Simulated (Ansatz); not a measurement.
# Barrier of one jump, H in AlP

All numbers below come from DFT PBEsol, scalar-relativistic, plane waves, PAW (Ansatz 0.2.0). (420 eV cutoff, 2×2×2 k-mesh, shifted by half a step, Gaussian smearing of 0.02 eV, no spin polarisation)

Host crystal, relaxed:

```cif
data_structure
_symmetry_space_group_name_H-M 'P 1'
_symmetry_Int_Tables_number 1
_cell_length_a 3.8687
_cell_length_b 3.8687
_cell_length_c 3.8687
_cell_angle_alpha 60.000
_cell_angle_beta 60.000
_cell_angle_gamma 60.000
_cell_volume 40.94
loop_
_atom_site_label
_atom_site_type_symbol
_atom_site_fract_x
_atom_site_fract_y
_atom_site_fract_z
_atom_site_occupancy
Al1 Al 0.00000 0.00000 0.00000 1
P1 P 0.75000 0.75000 0.75000 1
```

In a supercell of 32 host sites with charge -1, interstitial H hops to an equivalent place, moving 3.82 Å between the relaxed ends. Climbing-image nudged elastic band at fixed cell with images 0 (start) to 6 (end), the path measured over all atoms, converged to 0.05 eV/Å; the order of the saddle wasn't checked, and the small cell leaves errors of about a tenth of an eV. Zero-point motion and tunnelling, which matter for H, are left out.

Supercell rows in host cell vectors: 1 -3 1; -3 1 1; 1 1 -3. H was set at (0.250, 0.250, 0.250) of the host cell.

At the relaxed start H has 1 Al at 2.02 Å, 1 Al at 2.20 Å, 2 Al at 2.21 Å.

Task: What barrier does the band give, and what surrounds the atom at the top?

Result: 1.36 eV at image 3, where H has 1 Al at 1.76 Å.

Cost: 1 run of about 21 core-minutes, on Arm Neoverse V2 (shared hosts).